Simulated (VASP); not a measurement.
# Ge (I4_1/amd) in VASP: a series of runs

Runs on Ge. Level: PBEsol. Tasks: relaxation of cell and atoms.

Program: VASP 6.6.1. These are calculated values, not measurements. Logs are shortened: lines on timing, memory, paths and dates and some standing lists are left out, and cuts for length are marked.

**1. The structure**

The structure is tetragonal, space group I4_1/amd (No. 141). The conventional cell has a = 5.149 Å, b = 5.149 Å, c = 2.795 Å, α = 90.00°, β = 90.00°, γ = 90.00°. Around Ge (site symmetry -4m2) lie 6 Ge at 2.67 to 2.79 Å.

This isn't the form of Ge at room conditions, which is diamond.

**2. Relaxation of cell and atoms, PBEsol, target pressure 9.8 GPa, at which the enthalpy is minimised**

Input file INCAR:

```
ALGO     = Normal         # electronic algorithm
EDIFF    = 1E-7           # SCF threshold, eV
EDIFFG   = -0.002         # ionic threshold
ENCUT    = 520            # plane-wave cutoff, eV
GGA      = PS             # functional
IBRION   = 2              # ionic algorithm
ISIF     = 3              # what is computed and relaxed
ISMEAR   = 0              # smearing method
LASPH    = True           # aspherical terms in the spheres
LCHARG   = False          # write CHGCAR
LREAL    = False          # projectors in reciprocal space
LWAVE    = False          # write WAVECAR
NELM     = 100            # most SCF steps
NSW      = 80             # ionic steps
PREC     = Accurate       # precision mode
PSTRESS  = 98.0         
SIGMA    = 0.02           # smearing width, eV
```

Input file KPOINTS:

```
k-points
0
Gamma
  12 12 12
```

Input file POSCAR:

```
Ge
1.0
   -2.5744897200      2.5744897200      1.3974126400
    2.5744897200     -2.5744897200      1.3974126400
    2.5744897200      2.5744897200     -1.3974126400
Ge
2
Direct
    0.2500000000      0.7500000000      0.5000000000
    0.5000000000      0.5000000000      0.0000000000
```

Potentials or basis: VASP PAW PBE potentials, release 64 (Ge).

Launch:

```console
$ cat potpaw_PBE.64/Ge/POTCAR > POTCAR
$ mpirun -np 1 vasp_std > vasp.out
```

OUTCAR:

```text
EDIFF = 1E-7
   EDIFFG = -0.002
   ENCUT = 520
   GGA = PS
   IBRION = 2
   ISIF = 3
   ISMEAR = 0
   LASPH = True
   LREAL = False
   NELM = 100
   NSW = 80
   PREC = Accurate
   PSTRESS = 98.0

 ion  position               nearest neighbor table
   1  0.250  0.750  0.500-   2 2.67   2 2.67   2 2.67   2 2.67
   2  0.500  0.500  0.000-   1 2.67   1 2.67   1 2.67   1 2.67

  LATTYP: Found a body centered tetragonal cell.
 ALAT       =     5.1489794400
 C/A-ratio  =     0.5427920839

  Lattice vectors:

 A1 = (  -2.5744897200,   2.5744897200,   1.3974126400)
 A2 = (   2.5744897200,  -2.5744897200,   1.3974126400)
 A3 = (   2.5744897200,   2.5744897200,  -1.3974126400)

Analysis of symmetry for initial positions (statically):
=====================================================================
 Subroutine PRICEL returns:
 Original cell was already a primitive cell.

 Routine SETGRP: Setting up the symmetry group for a
 body centered tetragonal supercell.

 Subroutine GETGRP returns: Found 16 space group operations
 (whereof  8 operations were pure point group operations)
 out of a pool of 16 trial point group operations.

The static configuration has the point symmetry D_2d.
 The point group associated with its full space group is D_4h.

Analysis of symmetry for dynamics (positions and initial velocities):
=====================================================================
 Subroutine PRICEL returns:
 Original cell was already a primitive cell.

 Routine SETGRP: Setting up the symmetry group for a
 body centered tetragonal supercell.

 Subroutine GETGRP returns: Found 16 space group operations
 (whereof  8 operations were pure point group operations)
 out of a pool of 16 trial point group operations.

The dynamic configuration has the point symmetry D_2d.
 The point group associated with its full space group is D_4h.

 Subroutine INISYM returns: Found 16 space group operations
 (whereof  8 operations are pure point group operations),
 and found     1 'primitive' translations

----------------------------------------------------------------------------------------

                                     Primitive cell

  volume of cell :      37.0482

[... 110 lines left out ...]
  Fermi-wavevector in a.u.,A,eV,Ry     =   0.982161  1.856014 13.124716  0.964639
  Thomas-Fermi vector in A             =   2.113222
   LORBIT       =      0    0 simple, 1 ext, 2 COOP (PROOUT), +10 PAW based schemes
   GGA     = PS    functional components
   LHFCALC =     F    Hartree Fock is set to
   AEXX    =    0.0000 exact exchange contribution
   IVDW    =     0    specifies the selected vdW correction
   LEPSILON=     F    determine dielectric tensor
   LRPA    =     F    only Hartree local field effects (RPA)
 conjugate gradient relaxation of ions
 non-spin polarized calculation
 Gauss-broadening in eV      SIGMA  =   0.02
  energy-cutoff  :      520.00
  volume of cell :       37.05
 maximum number of plane-waves:      1029
 NGX is ok and might be reduce to    30
   NGX = 15   NGY = 15   NGZ = 15

--------------------------------------- Ionic step        1  -------------------------------------------

 number of electron       7.9999999 magnetization

 Free energy of the ion-electron system (eV)
  ---------------------------------------------------
  ext. energy  EPLUGINS =         0.00000000
  ---------------------------------------------------
  free energy    TOTEN  =        -9.49475889 eV

  energy without entropy =       -9.49446744  energy(sigma->0) =       -9.49461316

------------------------ aborting loop because EDIFF is reached ----------------------------------------

  FORCE on cell =-STRESS in cart. coord.  units (eV):
  Direction    XX          YY          ZZ          XY          YZ          ZX
  --------------------------------------------------------------------------------------
  -------------------------------------------------------------------------------------
  Total       -0.0981111     -0.0981111      0.1874108      0.0000000      0.0000000      0.0000000
  in kB       -4.2428885     -4.2428885      8.1047231      0.0000000      0.0000000      0.0000000
  external PRESSURE =     -98.1270180 kB  Pullay stress =      98.0000000 kB
[... 97 lines left out ...]
  energy  without entropy=       -9.4003252126  energy(sigma->0) =       -9.40049832

  enthalpy is  TOTEN    =        -7.3422340721 eV   P V=        2.0584373593

[... ionic steps 4 to 10 ...]

--------------------------------------- Ionic step       11  -------------------------------------------

 number of electron       8.0000000 magnetization

------------------------ aborting loop because EDIFF is reached ----------------------------------------
[... 71 lines left out ...]
--------------------------------------- Ionic step       13  -------------------------------------------

 number of electron       8.0000000 magnetization

 Free energy of the ion-electron system (eV)
  ---------------------------------------------------
  ext. energy  EPLUGINS =         0.00000000
  ---------------------------------------------------
  free energy    TOTEN  =        -9.39782597 eV

  energy without entropy =       -9.39762983  energy(sigma->0) =       -9.39772790

 E-fermi :   6.1600     XC(G=0): -10.8262

 val. band max:        6.1454190453   @ k =   0.1667   0.0833  -0.0000
 cond. band min:       6.1720807913   @ k =  -0.1667  -0.1667   0.0833
 fundamental gap:      0.0266617460
 Fermi energy:         6.1600461646

 k-point     1 :       0.0000    0.0000    0.0000
  band No.  band energies     occupation
      1      -8.0748      2.00000
      2       2.4074      2.00000
      3       3.4791      2.00000
      4       3.4791      2.00000
      5       9.1067      0.00000
      6      14.3994      0.00000
      7      14.3994      0.00000
      8      15.0889      0.00000
[... 243 lines left out ...]
 k-point    24 :      -0.4167    0.1667    0.0000
  band No.  band energies     occupation
      1      -5.5969      2.00000
      2      -0.8432      2.00000
      3       3.8040      2.00000
      4       6.0858      2.00000
      5       8.2845      0.00000
      6       9.4774      0.00000
      7       9.9835      0.00000
      8      13.0231      0.00000

 [... further k-points ...]

------------------------ aborting loop because EDIFF is reached ----------------------------------------

  FORCE on cell =-STRESS in cart. coord.  units (eV):
  Direction    XX          YY          ZZ          XY          YZ          ZX
  --------------------------------------------------------------------------------------
  -------------------------------------------------------------------------------------
  Total        2.0562984      2.0562984      2.0582552      0.0000000      0.0000000      0.0000000
  in kB       98.0401010     98.0401010     98.1333967      0.0000000      0.0000000      0.0000000
  external PRESSURE =       0.0711996 kB  Pullay stress =      98.0000000 kB
[... 21 lines left out ...]
  energy  without entropy=       -9.3976298279  energy(sigma->0) =       -9.39772790

  enthalpy is  TOTEN    =        -7.3423686736 eV   P V=        2.0554572931

 reached required accuracy - stopping structural energy minimisation
```

OSZICAR:

```text
N       E                     dE             d eps       ncg     rms          rms(c)
DAV:   1     0.128465701627E+02    0.12847E+02   -0.33270E+03  2608   0.816E+02
DAV:   2    -0.922785348032E+01   -0.22074E+02   -0.21596E+02  4024   0.836E+01
DAV:   3    -0.951949284360E+01   -0.29164E+00   -0.29075E+00  3080   0.141E+01
DAV:   4    -0.951998010286E+01   -0.48726E-03   -0.48720E-03  3712   0.502E-01
[... 83 lines left out ...]
       N       E                     dE             d eps       ncg     rms          rms(c)
DAV:   1    -0.939782681891E+01    0.55836E-03   -0.74111E-05  3480   0.494E-02    0.514E-03
DAV:   2    -0.939782620596E+01    0.61295E-06   -0.16811E-06  2840   0.101E-02    0.300E-03
DAV:   3    -0.939782597332E+01    0.23264E-06   -0.87844E-07  3048   0.526E-03    0.305E-04
DAV:   4    -0.939782596671E+01    0.66166E-08   -0.20315E-08  1352   0.111E-03
  13 F= -.73423687E+01 E0= -.73422706E+01  d E =-.788260E-06
```

Run time: 2.7 min. Hardware: 1 thread of Intel Xeon Platinum 8488C (Sapphire Rapids), shared host; peak memory 0.22 GiB.

Results:

```yaml
Free_energy: -9.3978 eV
Relaxed_volume: 16.80 Å³/atom
Relaxed_cell: a = 3.776 Å, b = 3.776 Å, c = 3.776 Å, α = 97.36°, β = 97.36°, γ = 138.06°
Space_group_after_relaxing_to_0.05_Å: I4_1/amd (No. 141)
Energy_change_on_relaxing_the_enthalpy_is_what_falls: +48.5 meV/atom
Ionic_steps: 13
Pressure_after_relaxing: 9.8 GPa
Band_gap_on_the_k_mesh: none (metal or under the smearing width)
```

Step by step:
```
step  energy change (eV)  largest force (eV/Å)  pressure (GPa)  volume (Å³)
   1              0.0000                0.0000           -0.01        37.05
   2              0.3087                0.0000           20.05        31.29
   3              0.0941                0.0000            9.75        33.65
   4              0.0981                0.0000            9.99        33.59
   5              0.0927                0.0000            9.65        33.67
   6              0.0938                0.0000            9.71        33.66
   7              0.0949                0.0000            9.75        33.64
   8              0.0981                0.0000            9.87        33.59
   9              0.0967                0.0000            9.81        33.61
  10              0.0972                0.0000            9.83        33.60
  11              0.0973                0.0000            9.83        33.60
  12              0.0964                0.0000            9.77        33.61
  13              0.0969                0.0000            9.81        33.60
```

Final structure:
```
Ge
1.0
    -2.49325    2.49325    1.35146
     2.49325   -2.49325    1.35146
     2.49325    2.49325   -1.35146
Ge
2
Direct
  0.25000 0.75000 0.50000
  0.50000 0.50000 0.00000
```

Levels at points of the mesh, in eV from the Fermi level:
| k point | band 2 | band 3 | band 4 | band 5 | band 6 | band 7 |
| --- | --- | --- | --- | --- | --- | --- |
| (0.00, 0.00, 0.00) | -3.75 | -2.68 | -2.68 | 2.95 | 8.24 | 8.24 |
| (0.50, 0.00, 0.00) | -6.89 | -2.50 | -2.30 | -1.58 | 2.26 | 3.88 |
| (0.50, 0.50, 0.00) | -11.26 | 0.54 | 0.54 | 2.11 | 2.11 | 8.16 |
| (0.50, 0.50, 0.50) | -9.26 | -6.65 | -6.65 | 6.58 | 6.58 | 12.19 |

Caveat: the cell is relaxed towards a set pressure, so the enthalpy falls and the energy may rise; the PAW data sets were made with another functional, which shifts forces and pressure a little.

**3. Relaxation of cell and atoms, PBEsol, target pressure 9.8 GPa, at which the enthalpy is minimised**

This run uses another cell than the first one, of 16.80 Å³/atom, 0.907 times its volume.

INCAR is that of step 2.

KPOINTS is that of step 2.

Input file POSCAR:

```
Ge                                      
1.0
   -2.4932483408      2.4932483408      1.3514559532
    2.4932483408     -2.4932483408      1.3514559532
    2.4932483408      2.4932483408     -1.3514559532
  Ge            
     2
Direct
     0.2500000000000000    0.7500000000000000    0.5000000000000000
     0.5000000000000000    0.5000000000000000    0.0000000000000000
```

Potentials or basis: VASP PAW PBE potentials, release 64 (Ge).

Launch:

```console
$ cat potpaw_PBE.64/Ge/POTCAR > POTCAR
$ mpirun -np 1 vasp_std > vasp.out
```

OUTCAR:

```text
EDIFF = 1E-7
   EDIFFG = -0.002
   ENCUT = 520
   GGA = PS
   IBRION = 2
   ISIF = 3
   ISMEAR = 0
   LASPH = True
   LREAL = False
   NELM = 100
   NSW = 80
   PREC = Accurate
   PSTRESS = 98.0

 ion  position               nearest neighbor table
   1  0.250  0.750  0.500-   2 2.58   2 2.58   2 2.58   2 2.58
   2  0.500  0.500  0.000-   1 2.58   1 2.58   1 2.58   1 2.58

  LATTYP: Found a body centered tetragonal cell.
 ALAT       =     4.9864966816
 C/A-ratio  =     0.5420462659

  Lattice vectors:

 A1 = (  -2.4932483408,   2.4932483408,   1.3514559532)
 A2 = (   2.4932483408,  -2.4932483408,   1.3514559532)
 A3 = (   2.4932483408,   2.4932483408,  -1.3514559532)

Analysis of symmetry for initial positions (statically):
=====================================================================
 Subroutine PRICEL returns:
 Original cell was already a primitive cell.

 Routine SETGRP: Setting up the symmetry group for a
 body centered tetragonal supercell.

 Subroutine GETGRP returns: Found 16 space group operations
 (whereof  8 operations were pure point group operations)
[... 175 lines left out ...]
 k-point     1 :       0.0000    0.0000    0.0000
  band No.  band energies     occupation
      1      -8.0748      2.00000
      2       2.4074      2.00000
      3       3.4792      2.00000
      4       3.4792      2.00000
      5       9.1067      0.00000
      6      14.3995      0.00000
      7      14.3995      0.00000
      8      15.0889      0.00000
[... 243 lines left out ...]
 k-point    24 :      -0.4167    0.1667   -0.0000
  band No.  band energies     occupation
      1      -5.5969      2.00000
      2      -0.8432      2.00000
      3       3.8040      2.00000
      4       6.0858      2.00000
      5       8.2845      0.00000
      6       9.4775      0.00000
      7       9.9835      0.00000
      8      13.0231      0.00000

 [... further k-points ...]

------------------------ aborting loop because EDIFF is reached ----------------------------------------

  FORCE on cell =-STRESS in cart. coord.  units (eV):
  Direction    XX          YY          ZZ          XY          YZ          ZX
  --------------------------------------------------------------------------------------
  -------------------------------------------------------------------------------------
  Total        2.0566453      2.0566453      2.0584876      0.0000000      0.0000000      0.0000000
  in kB       98.0566426     98.0566426     98.1444788      0.0000000      0.0000000      0.0000000
  external PRESSURE =       0.0859214 kB  Pullay stress =      98.0000000 kB

 VOLUME and BASIS-vectors are now :
 -----------------------------------------------------------------------------
  energy-cutoff  :      520.00
  volume of cell :       33.60
      direct lattice vectors                 reciprocal lattice vectors
    -2.493248341  2.493248341  1.351455953     0.000000000  0.200541595  0.369971362
     2.493248341 -2.493248341  1.351455953     0.200541595  0.000000000  0.369971362
     2.493248341  2.493248341 -1.351455953     0.200541595  0.200541595  0.000000000

 POSITION                                       TOTAL-FORCE (eV/Angst)
 -----------------------------------------------------------------------------------
      2.49325      0.00000      0.67573        -0.000000      0.000000     -0.000000
      0.00000      0.00000      1.35146         0.000000     -0.000000      0.000000
 -----------------------------------------------------------------------------------
    total drift:                                0.000000      0.000000      0.000000

  FREE ENERGIE OF THE ION-ELECTRON SYSTEM (eV)
  ---------------------------------------------------
  free  energy   TOTEN  =        -9.3976927899 eV

  energy  without entropy=       -9.3974966588  energy(sigma->0) =       -9.39759472

  enthalpy is  TOTEN    =        -7.3422354969 eV   P V=        2.0554572930

 reached required accuracy - stopping structural energy minimisation
```

Run time: 20 s. Hardware: 1 thread of Intel Xeon Platinum 8488C (Sapphire Rapids), shared host; peak memory 0.18 GiB.

What came out:

```
Free energy             : -9.3977 eV
Pressure after relaxing : 9.8 GPa
Band gap on the k mesh  : none (metal or under the smearing width)
```

Final structure:
```xyz
2
Lattice="-2.4932 2.4932 1.3515 2.4932 -2.4932 1.3515 2.4932 2.4932 -1.3515" Properties=species:S:1:pos:R:3 pbc="T T T"
Ge    2.4932    0.0000    0.6757
Ge    0.0000    0.0000    1.3515
```

Levels at points of the mesh, in eV from the Fermi level:
| k point | band 1 | band 2 | band 3 | band 4 | band 5 | band 6 | band 7 | band 8 |
| --- | --- | --- | --- | --- | --- | --- | --- | --- |
| (0.00, 0.00, 0.00) | -14.23 | -3.75 | -2.68 | -2.68 | 2.95 | 8.24 | 8.24 | 8.93 |
| (0.50, 0.00, 0.00) | -8.32 | -6.89 | -2.50 | -2.30 | -1.58 | 2.26 | 3.88 | 6.00 |
| (0.50, 0.50, 0.00) | -11.26 | -11.26 | 0.54 | 0.54 | 2.11 | 2.11 | 8.16 | 8.16 |
| (0.50, 0.50, 0.50) | -9.26 | -9.26 | -6.65 | -6.65 | 6.58 | 6.58 | 12.19 | 12.19 |

Caveat: the relaxation stopped at its first step, so nothing moved; the cell is relaxed towards a set pressure, so the enthalpy falls and the energy may rise; the PAW data sets were made with another functional, which shifts forces and pressure a little.
